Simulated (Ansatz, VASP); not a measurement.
# Ti: VASP beside Ansatz

```xyz
1
Lattice="0.0000 2.0567 2.0567 2.0567 0.0000 2.0567 2.0567 2.0567 0.0000" Properties=species:S:1:pos:R:3 pbc="T T T"
Ti    0.0000    0.0000    0.0000
```

This isn't the form of Ti at room conditions, which is hcp.

Alike in both runs: task single point; functional PBEsol; k mesh 10 × 10 × 10; occupations fermi-dirac, width 0.15 eV; no spin polarisation.

```csv
,VASP,Ansatz
version,VASP 6.6.1,Ansatz 0.2.0
potentials or method,"VASP PAW PBE potentials, release 64 (Ti_sv)","plane waves, PAW"
plane-wave cutoff (eV),520,500
valence electrons in the cell,12,12
```

```tsv
	VASP	Ansatz	Ansatz less VASP
pressure (GPa)	-4.2	-3.9	+0.37
```

The functional is the same, so the differences come from potentials, cutoffs and numerics.

Caveats: the PAW data sets were made with another functional, which shifts forces and pressure a little (VASP).
